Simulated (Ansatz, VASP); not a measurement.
# Ti in VASP and in Ansatz

```
Ti
1.0
     2.83434    0.00000    0.00000
    -1.41717    2.45461    0.00000
     0.00000    0.00000    4.49547
Ti
2
Cartesian
  0.0000 1.6364 1.1239
  1.4172 0.8182 3.3716
```

Alike in both runs: functional LDA; k mesh 18 × 18 × 10; occupations fermi-dirac, width 0.08 eV; no spin polarisation.

Ansatz relaxed the structure, and its values are those at the end. VASP's run is a single point on that final structure, the one shown.

```csv
,VASP,Ansatz
version,VASP 6.6.1,Ansatz 0.2.0
potentials or method,"VASP PAW LDA potentials, release 64 (Ti_sv)","PAW with Ansatz's default frozen-core files, scalar-relativistic"
plane-wave cutoff (eV),520,420
valence electrons in the cell,24,24
```

|  | VASP | Ansatz | Ansatz less VASP |
| --- | --- | --- | --- |
| pressure (GPa) | 3.8 | 4.0 | +0.15 |
